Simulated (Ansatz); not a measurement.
# V: strain energy, fitted

V, Im-3m, a = 2.997 Å. Ansatz: PBE, PAW, 420 eV, Γ-centred 18×18×18 mesh on 2 atoms, Gaussian smearing 0.10 eV; no spin polarisation. Series: equal strain along all axes, cell held, atoms fixed by symmetry; x is the strain in per cent. y is the free energy over the unstrained cell, V0 = 13.462 Å³/atom.

| x (%) | y (meV/atom) |
| --- | --- |
| -6.0 | 292.97 |
| -4.0 | 123.04 |
| -2.0 | 29.00 |
| 0.0 | 0.00 |
| 2.0 | 26.41 |
| 4.0 | 99.32 |
| 6.0 | ? |

Problem. Fit y = c2 x² + c3 x³ to the other rows, turn c2 into a modulus, and predict the missing energy.

Solution. Least squares on the rows shown. y = 6.9689 x² − 0.19336 x³. In eV per unit strain² c2 is 69.69; the stiffness is B for this strain (E = 9/2 B V0 ε², shape held): 2 × 69.69 × 160.2 / (9 × 13.462) = 184 GPa. At x = 6.0 the fit asked for gives 209.11 meV/atom. The run gave 210.82 meV/atom, so the fit is 1.71 meV/atom too low, 0.58 % of the span of the series, against an rms of 0.45 meV/atom on the fitted rows. The row lies outside the fitted range. With a term in x⁴ added, a fit to the same known rows predicts 212.94 meV/atom, which misses by about as much or more on the other side: the known rows don't fix the higher terms.